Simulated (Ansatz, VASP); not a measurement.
## Two plane-wave programs on H3Os

```
CELL_PARAMETERS angstrom
3.56661 0.01001 -0.08549
0.00108 2.88246 0.38320
-0.14839 0.74234 5.43295
ATOMIC_POSITIONS crystal
H 0.97425 0.42228 0.28019
H 0.88243 0.24564 0.63259
H 0.38649 0.94627 0.23263
H 0.59391 0.11957 0.88640
H 0.38845 0.57259 0.98036
H 0.55199 0.78218 0.56070
Os 0.13090 0.09317 0.93905
Os 0.09158 0.81829 0.48807
```

Change from the starting cell: Cu3Au (L1_2) type (Pm-3m, No. 221); cell x2, atoms moved at random (sigma 0.1 Å) and cell strained at random (1.5 %), then relaxed without symmetry.

Alike in both runs: functional PBE; k mesh 8 × 8 × 4; occupations gaussian, width 0.1 eV; no spin polarisation.

Ansatz relaxed the structure, and its values are those at the end. VASP's run is a single point on that final structure, the one shown.

```csv
,VASP,Ansatz
version,VASP 6.6.1,Ansatz 0.2.0
potentials or method,"VASP PAW PBE potentials, release 64 (H, Os)","scalar-relativistic, plane waves, PAW"
plane-wave cutoff (eV),520,420
valence electrons in the cell,22,38
```

VASP gave:

- gap on the k mesh at the Fermi level (eV): none
- pressure (GPa): 0.6
- rms of the force components (eV/Å): 0.023

Which values does Ansatz return?

gap on the k mesh at the Fermi level (eV): none; pressure (GPa): 0.0; rms of the force components (eV/Å): 0.002.

A gap of «none» marks a metal or a gap that the smearing closes. The two sets of potentials don't hold the same shells in valence.

Spin-orbit coupling is left out, which matters for the levels of Os.
